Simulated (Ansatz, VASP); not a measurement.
One calculation of NaI, two programs

```
Na I
1.0
     0.00000    3.54319    3.74409
     3.54319    0.00000    3.74409
     3.54319    3.54319    0.00000
Na I
1 1
Direct
  0.00000 0.00000 0.00000
  0.25000 0.25000 0.25000
```

Change from the starting cell: uniaxial_z strain +5.7%.

Alike in both runs: task single point; functional PBE; k mesh 6 × 6 × 6; occupations fermi-dirac, width 0.02 eV; no spin polarisation.

|  | VASP | Ansatz |
| --- | --- | --- |
| version | VASP 6.6.1 | Ansatz 0.2.0 |
| potentials or method | VASP PAW PBE potentials, release 64 (Na_pv, I) | plane waves, PAW |
| plane-wave cutoff (eV) | 520 | 420 |
| valence electrons in the cell | 14 | 26 |

|  | VASP | Ansatz | Ansatz less VASP |
| --- | --- | --- | --- |
| gap on the k mesh at the Fermi level (eV) | 3.70 | 3.70 | +0.003 |
| pressure (GPa) | -0.2 | -0.2 | 0.00 |
| largest component of the traceless stress (GPa) | 0.10 | 0.10 | +0.001 |

The two sets of potentials don't hold the same shells in valence.

Caveats: spin-orbit coupling is left out, which moves the levels of the heavy elements.
